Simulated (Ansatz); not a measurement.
SiC (Moissanite):

```
CELL_PARAMETERS angstrom
3.07600 0.00000 0.00000
-1.53800 2.66389 0.00000
0.00000 0.00000 5.04800
ATOMIC_POSITIONS crystal
Si 0.66667 0.33333 0.50000
Si 0.33333 0.66667 0.00000
C 0.66667 0.33333 0.88500
C 0.33333 0.66667 0.38500
```

* Program: Ansatz 0.2.0
* Task: relaxation of cell and atoms
* Functional: revPBE
* Dispersion: D4
* Potentials or basis: Ansatz PAW
* Cutoff: 420 eV (not typed: the program's choice for these potentials)
* k mesh: 10 × 10 × 5
* Occupations: fermi-dirac, width 0.05 eV
* Spin: no spin polarisation

At the start: volume 10.34 Å³/atom.

Question: How do energy, volume and symmetry change on relaxing?

Answer: It ends after 6 steps and the volume is 10.20 Å³/atom (-1.4 %); space group P6_3mc (No. 186, to 0.05 Å).

The path:
```
step  energy change (eV)  largest force (eV/Å)  volume (Å³)
   1              0.0000                0.7387        41.36
   2             -0.0257                0.4446        41.07
   3             -0.0306                0.3203        40.56
   4             -0.0425                0.0003        40.79
   5             -0.0425                0.0002        40.78
   6             -0.0416                0.0003        40.78
```

Final structure:
```
Si C
1.0
     3.06119    0.00000    0.00000
    -1.53060    2.65107    0.00000
     0.00000    0.00000    5.02557
Si C
2 2
Direct
  0.66667 0.33333 0.50467
  0.33333 0.66667 0.00467
  0.66667 0.33333 0.88033
  0.33333 0.66667 0.38033
```

Caveat: the plane-wave basis is chosen anew once the cell has moved, so the energies of steps on either side of that aren't comparable; the PAW data sets come from PBE, with cores solved anew for the run's functional, which leaves a small shift of forces and pressure.
